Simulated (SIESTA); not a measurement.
# As under changes of volume

One of the cells (21.530 Å³/atom); the others are scaled copies at fixed shape and fractional positions:

```
As
1.0
     1.88080    1.08588    3.51406
    -1.88080    1.08588    3.51406
     0.00000   -2.17176    3.51406
As
2
Direct
  0.22600 0.22600 0.22600
  0.77400 0.77400 0.77400
```

| Item | Value |
| --- | --- |
| Program | SIESTA 5.4.2 |
| Functional | LDA |
| Potentials or basis | PseudoDojo 0.4 standard (LDA files) |
| Basis | DZP (energy shift 0.003 Ry; two zetas on semicore shells) |
| Grid cutoff | 500 Ry |
| Energy shift | 0.003 Ry |
| k mesh | 9 × 9 × 9 |
| Occupations | fermi-dirac, width 0.05 eV |
| Spin | no spin polarisation |

```tsv
volume (Å³/atom)	energy over the lowest point (meV/atom)	pressure (GPa)	largest force (eV/Å)
20.239	27.74	6.5	1.175
20.669	13.22	4.3	1.010
21.100	4.14	2.5	0.858
21.530	0.00	0.7	0.714
21.961	0.24	-0.9	0.578
22.392	?	?	?
22.822	12.48	-3.6	0.329
```

What does the run at 22.392 Å³/atom give?

Energy over the lowest point 4.56 meV/atom; pressure -2.3 GPa; largest force 0.450 eV/Å.

Worked out: A Birch-Murnaghan fit of order 3 (a polynomial in V^(-2/3)) to the other rows has its minimum at 21.72 Å³/atom with B0 = V·E''(V) = 80 GPa and B' = 4.1 at fixed shape and positions, which overstates the stiffness. It gives 4.56 meV/atom at 22.392 Å³/atom, against the run's 4.56, and -dE/dV = -2.3 GPa, against -2.3.

Energies are extrapolated to zero smearing.

Caveats: the basis of atomic orbitals isn't converged, which shifts pressures, moduli and gaps; forces of over 1 eV/Å show positions far from the minimum, so gaps and moduli don't describe the material at rest (some runs).
